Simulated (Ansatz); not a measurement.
**S started on a Si site in diamond Si, 128 atoms, charge +2**

All numbers come from Ansatz (PAW, plane waves, no spin–orbit coupling) at the single k point (¼, ¼, ¼) without its symmetry partners. The atoms were relaxed with PBEsol in a fixed cell; other functionals are single points on those atoms unless said otherwise. The valence top and gap of the host come from its small cell on a dense mesh, with the band extrema sought between the mesh points, lined up by the mean potential, PBEsol gap 0.46 eV, HSE06 gap 1.13 eV, r²SCAN gap 0.76 eV. The charge correction uses an assumed dielectric constant of 11.7.

Cell: a = 15.366 Å, b = 15.366 Å, c = 15.366 Å, α = 60.00°, β = 60.00°, γ = 60.00°.

Nearest atoms after relaxation, from the placed atom (for vacancies from the middle of the vacant sites): Si at 2.42 Å, Si at 2.43 Å, Si at 2.43 Å, Si at 2.43 Å.

Chemical potentials μ are those of reference phases of the elements at zero temperature by the same functional (the usual solids, diamond for C, grey Sn, and the molecules H2, N2, O2, F2, Cl2, Br2 and S8).

| functional | E(defect) − E(host) − Σ nμ + q·E_VBM (eV) | monopole (eV) | alignment (eV) | formation energy at E_F = VBM (eV) | moment (μB) | wall time, shared host |
| --- | --- | --- | --- | --- | --- | --- |
| PBEsol | 0.20 | 0.52 | -0.01 | 0.71 | 0 (no spin) | 14 s on NVIDIA GB300 (relaxation) |
| HSE06 | -0.27 | 0.52 | 0.01 | 0.26 | 0 (no spin) | 77 s on NVIDIA GB300 |
| r²SCAN | 0.13 | 0.52 | 0.01 | 0.66 | 0 (no spin) | 14 s on NVIDIA GB300 |

HSE06 one-electron levels near the gap (the ten most localised at most), from the host's valence top, not corrected for the charge's images:

```
level (eV)  spin  filling  atoms sharing it  element of the atom with most weight
     -0.12  both     2.00             119.6                                spread
     -0.12  both     2.00             119.7                                spread
      0.79  both     0.00              22.2                                    Si
      1.31  both     0.00             108.0                                spread
      1.32  both     0.00             108.6                                spread
      1.41  both     0.00              83.9                                spread
```

r²SCAN one-electron levels near the gap (the ten most localised at most), from the host's valence top, not corrected for the charge's images:

```
level (eV)  spin  filling  atoms sharing it  element of the atom with most weight
     -0.09  both     2.00             120.1                                spread
     -0.09  both     2.00             120.1                                spread
      0.38  both     0.00              21.5                                    Si
      0.92  both     0.00             101.7                                spread
      0.92  both     0.00             102.5                                spread
      1.00  both     0.00              75.7                                spread
```

The runs had no spin polarisation though PBEsol leaves holes or close levels at the Fermi level; a state of higher spin may be lower.

One k point and a cell of this size can leave errors of several tenths of an eV in such numbers.
